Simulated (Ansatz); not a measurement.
# SiGe5: the cost of one run

Program: Ansatz 0.2.0. Level of theory: DFT PBE, scalar-relativistic, plane waves, PAW. These are calculated values, not measurements.

### 1 Starting point

Symmetry: P4/mmm, No. 123, tetragonal system. Conventional cell: a = 2.974 Å, b = 2.974 Å, c = 12.618 Å, α = 90.00°, β = 90.00°, γ = 90.00°. Si (site symmetry 4/mmm) is surrounded by 4 Si at 2.97 Å and 8 Ge at 2.97 Å. Ge (site symmetry 4/mmm) has 12 Ge at 2.97 Å as nearest neighbours. Ge (site symmetry 4mm) has 12 Ge at 2.97 Å as nearest neighbours. Ge (site symmetry 4mm) is surrounded by 8 Ge at 2.97 Å and 4 Si at 2.97 Å.

Structure file:

```xyz
6
Lattice="2.9742 0.0000 0.0000 0.0000 2.9742 0.0000 0.0000 0.0000 12.6183" Properties=species:S:1:pos:R:3 pbc="T T T"
Si    1.4871    1.4871    6.3092
Ge    0.0000    0.0000    0.0000
Ge    1.4871    1.4871    2.1031
Ge    0.0000    0.0000    4.2061
Ge    0.0000    0.0000    8.4122
Ge    1.4871    1.4871   10.5153
```

The start is an ordering of an alloy on its end members' structure types: elements ordered on the sites of the Nb type, Si/Ge on Nb (P4/mmm, No. 123).

### 2 A first look at the guess

Contents of input.yaml:

```yaml
crystal:
  lattice:
    - [2.9741705, 0.0, 0.0]
    - [0.0, 2.9741705, 0.0]
    - [0.0, 0.0, 12.61833679]
  atoms:
    - { symbol: Si, position: [0.5, 0.5, 0.5] }
    - { symbol: Ge, position: [0.0, 0.0, 0.0] }
    - { symbol: Ge, position: [0.5, 0.5, 0.16666667] }
    - { symbol: Ge, position: [0.0, 0.0, 0.33333333] }
    - { symbol: Ge, position: [0.0, 0.0, 0.66666667] }
    - { symbol: Ge, position: [0.5, 0.5, 0.83333333] }
basis:
  ecutwfc: 420
kpoints:
  mp_grid: { grid: [6, 6, 2] }
hamiltonian:
  xc: pbe
scf:
  occupations: { method: gaussian, width: 0.1 }
  lower_state_search: "off"
output:
  forces: true
  stress: true
  eigenvalues: true
```

Command:

```
> ansatz run input.yaml --threads 1 --pin off --max-ram 2560MiB --backend cpu --events-out ev --progress --plain --runs-dir out
```

Q: Estimate wall time and peak memory on 1 thread of Intel Xeon 6975P-C (Granite Rapids), shared host.

About 4.3 s, with a peak of 0.45 GiB.
